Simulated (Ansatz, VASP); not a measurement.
**One calculation of LiCl, two programs**

File INCAR:

```
SYSTEM = LiCl
ALGO = Normal
EDIFF = 1E-7
ENCUT = 520
GGA = PS
ISIF = 2
ISMEAR = -1
LASPH = .True.
LCHARG = .False.
LREAL = .False.
LWAVE = .False.
NBANDS = 12
NELM = 80
PREC = Accurate
SIGMA = 0.05
```

The input KPOINTS:

```
k-points
0
Gamma
  9 9 9
  0 0 0
```

File POSCAR:

```
LiCl
1.0
    0.0000000000      2.5124130641      2.5124130641
    2.5124130641      0.0000000000      2.5124130641
    2.5124130641      2.5124130641      0.0000000000
Cl Li
1 1
Direct
    0.5000000000      0.5000000000      0.5000000000
    0.0000000000      0.0000000000      0.0000000000
```

The input input.yaml:

```yaml
crystal:
  lattice:
    - [0.0, 2.5124130641, 2.5124130641]
    - [2.5124130641, 0.0, 2.5124130641]
    - [2.5124130641, 2.5124130641, 0.0]
  atoms:
    - { symbol: Cl, position: [0.5, 0.5, 0.5] }
    - { symbol: Li, position: [0.0, 0.0, 0.0] }
kpoints:
  mp_grid: { grid: [9, 9, 9] }
scf:
  occupations: { method: fermi_dirac, width: 0.05 }
hamiltonian:
  xc: pbesol
  pseudopotentials: { kind: all_electron, lapw: { basis_error: 0.001 } }
output:
  forces: true
  stress: true
  eigenvalues: true
```

Change from the starting cell: volume scaled by 0.94.

Alike in both runs: task single point; functional PBEsol; k mesh 9 × 9 × 9; occupations fermi-dirac, width 0.05 eV; no spin polarisation.

|  | VASP | Ansatz |
| --- | --- | --- |
| version | VASP 6.6.1 | Ansatz 0.2.0 |
| potentials or method | VASP PAW PBE potentials, release 64 (Cl, Li_sv) | all-electron LAPW, scalar-relativistic |
| plane-wave cutoff (eV) | 520 | see its input |

|  | VASP | Ansatz | Ansatz less VASP |
| --- | --- | --- | --- |
| gap on the k mesh at the Fermi level (eV) | 6.50 | 6.49 | -0.013 |
| least direct gap on the mesh (eV) | 6.50 | 6.49 | -0.013 |

Ansatz ran all-electron here, so the differences hold the error of VASP's frozen core and of both bases.

Caveats: an odd mesh through Γ misses points on the zone boundary, where band edges often lie.
